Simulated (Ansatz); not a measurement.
# SnO2: the cost of one run

Computed with Ansatz 0.2.0 (DFT LDA, scalar-relativistic, plane waves, PAW, unless a step's input says otherwise).

2 further runs of the same task are left out: 2 set aside as unsound or not needed.

**1. The starting structure**

The structure is tetragonal, space group P4_2/mnm (No. 136). The conventional cell has a = 4.723 Å, b = 4.723 Å, c = 3.190 Å, α = 90.00°, β = 90.00°, γ = 90.00°. Sn (site symmetry mmm) is surrounded by 6 O at 2.04 to 2.05 Å. O (site symmetry m2m) is surrounded by 3 Sn at 2.04 to 2.05 Å.

Coordinates:

```cif
data_structure
_symmetry_space_group_name_H-M 'P4_2/mnm'
_symmetry_Int_Tables_number 136
_cell_length_a 4.7228
_cell_length_b 4.7228
_cell_length_c 3.1900
_cell_angle_alpha 90.000
_cell_angle_beta 90.000
_cell_angle_gamma 90.000
_cell_volume 71.15
loop_
_atom_site_label
_atom_site_type_symbol
_atom_site_symmetry_multiplicity
_atom_site_Wyckoff_symbol
_atom_site_fract_x
_atom_site_fract_y
_atom_site_fract_z
_atom_site_occupancy
Sn1 Sn 2 a 0.50000 0.50000 0.50000 1
O1 O 4 f 0.30607 0.30607 0.00000 1
```

It goes back to an entry of the Materials Project, which need not be the stable form.

It is the result of an earlier relaxation at this level (volume 11.86 Å³/atom; gap on the mesh: 1.16 eV).

**2. Zero of energy**

The reference gives a free energy of -13980.3628 eV, pressure -0.01 GPa, largest force 0.002 eV/Å and gap on the mesh 1.16 eV. It was computed beforehand with the settings of the runs below.

**3. Zone-centre phonons by finite displacements**

File input.yaml:

```yaml
crystal:
  lattice:
    - [4.7212714761, 0.0, 0.0]
    - [0.0, 4.7242464798, 0.0]
    - [0.0, 0.0, 3.1900193999]
  atoms:
    - { symbol: Sn, position: [0.5, 0.5, 0.5] }
    - { symbol: Sn, position: [0.0, 0.0, 0.0] }
    - { symbol: O, position: [0.3055669685, 0.3065721192, 0.0] }
    - { symbol: O, position: [0.8055669685, 0.1934278808, 0.5] }
    - { symbol: O, position: [0.1944330315, 0.8065721192, 0.5] }
    - { symbol: O, position: [0.6944330315, 0.6934278808, 0.0] }
basis:
  ecutwfc: 420
kpoints:
  mp_grid: { grid: [6, 6, 8] }
hamiltonian:
  xc: lda
scf:
  occupations: { method: gaussian, width: 0.05 }
output:
  eigenvalues: true
phonons:
  method: fd
  supercell: [1, 1, 1]
  amplitude: 0.02
  eigenvectors: true
  dielectric: false
```

Run with:

```
> ansatz run input.yaml --threads 2 --pin off --max-ram 5120MiB --backend cpu --events-out ev --progress --plain --runs-dir out
```

What time and memory should one allow on 2 threads of Intel Xeon at 2.50GHz (Skylake/Cascade Lake), shared host?

About 2.6 min, with a peak of 0.59 GiB.
